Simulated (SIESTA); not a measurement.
**A worked fit of the energy against the mesh, with one run withheld: AlSb (R3m, 2 atoms in the cell)**

```yaml
crystal:
  lattice:
    - [0.00000, 3.06079, 3.06079]
    - [3.06079, 0.00000, 3.06079]
    - [3.06079, 3.06079, 0.00000]
  atoms:
    - { symbol: Al, position: [0.00472, 0.00472, 0.00472] }
    - { symbol: Sb, position: [0.25000, 0.25000, 0.25000] }
```

Level of theory: GGA PBE, numerical atomic orbitals DZP, PseudoDojo PBE standard norm-conserving potentials (rewritten from UPF to PSML) (SIESTA).

Base settings: XC.functional = GGA; XC.authors = PBE; potentials = PseudoDojo PBE standard; PAO.BasisSize = DZP; PAO.EnergyShift = 0.01 Ry; MeshCutoff = 300 Ry; kgrid.MonkhorstPack = 7 7 7; OccupationFunction = FD; ElectronicTemperature = 116.05 K; MaxSCFIterations = 150.

The last step of the ladder, which sets the zero, is kgrid.MonkhorstPack = 20 20 20.

The starting cell has typed, rounded lattice constants, without a prior relaxation at this level. Its lattice was rescaled by up to half a per cent. One atom was moved a little off its site on purpose. Values carry the incompleteness of an atom-centred basis.

In a gapped crystal the sum over the mesh converges exponentially with the size of the supercell that the mesh stands for: ln(ΔF) = a + b·N.

| kgrid.MonkhorstPack | divisions along the first axis | F less the last step's (meV/atom) | ln of it |
|---|---|---|---|
| 5 5 5 | 5 | 21.03 | 3.046 |
| 6 6 6 | 6 | 7.53 | 2.019 |
| 7 7 7 | 7 | 2.89 | 1.061 |
| 8 8 8 | 8 | ? | ? |
| 9 9 9 | 9 | 0.50 | -0.693 |

Fit the line to the 4 rows given and predict the withheld one.

Means: x̄ = 6.7500, ȳ = 1.3582. Σ(x − x̄)(y − ȳ) = -8.139 and Σ(x − x̄)² = 8.750, so b = -0.9301 and a = ȳ − b·x̄ = 7.6364; each further division cuts the miss by a factor of 2.5. The largest residual of the fitted rows is 0.065. At x = 8 the line gives 0.196, that is 1.22 meV/atom. The run gave 1.18 meV/atom, a miss of 0.04 meV/atom (3 %). The table is a window of a longer ladder. The rows were chosen because the form fits them, the withheld one included, so this shows the method and is no test of the form.

Left out of this page: 10 runs of the series outside the window shown, repeating another row's setting, or not comparable.
